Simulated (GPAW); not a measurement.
The system is CoO.

```xyz
2
Lattice="0.0000 2.3436 2.3436 2.3436 0.0000 2.3436 2.3436 2.3436 0.0000" Properties=species:S:1:pos:R:3 pbc="T T T"
Co    0.0000    0.0000    0.0000
O     1.1718    1.1718    1.1718
```

Measurements of this composition are mostly on another form, of space group No. 225.

Base run:

```yaml
Program: GPAW 26.7.0
Functional: r2SCAN
Potentials_or_basis: GPAW PAW data sets (gpaw-data 1.2.1)
Cutoff: 800 eV
Basis: pw
k_mesh: 7 × 7 × 7
Occupations: fermi-dirac, width 0.05 eV
Spin: collinear spin, ferromagnetic start
Starting_moments: "[2.0, 0.0] μB"
Hubbard_terms: Co d U = 6 eV
```

Its results: band gap on the k mesh 1.24 eV, direct; pressure -3.3 GPa; net moment 3.00 μB per cell; site moments Co +2.74; O +0.08 μB.

Problem. The run is repeated on the same cell with these changes: hubbard terms from Co d U = 6 eV to none. What comes out?

Solution. Band gap on the k mesh 0.35 eV, direct; pressure -10.5 GPa; net moment 3.00 μB per cell; site moments Co +2.57; O +0.19 μB.

The U term pushes filled and empty states of the shell apart.

Caveats: the PAW data sets were made with another functional, which shifts forces and pressure a little; a cell with one magnetic atom can't hold antiferromagnetic order, which such compounds often take.

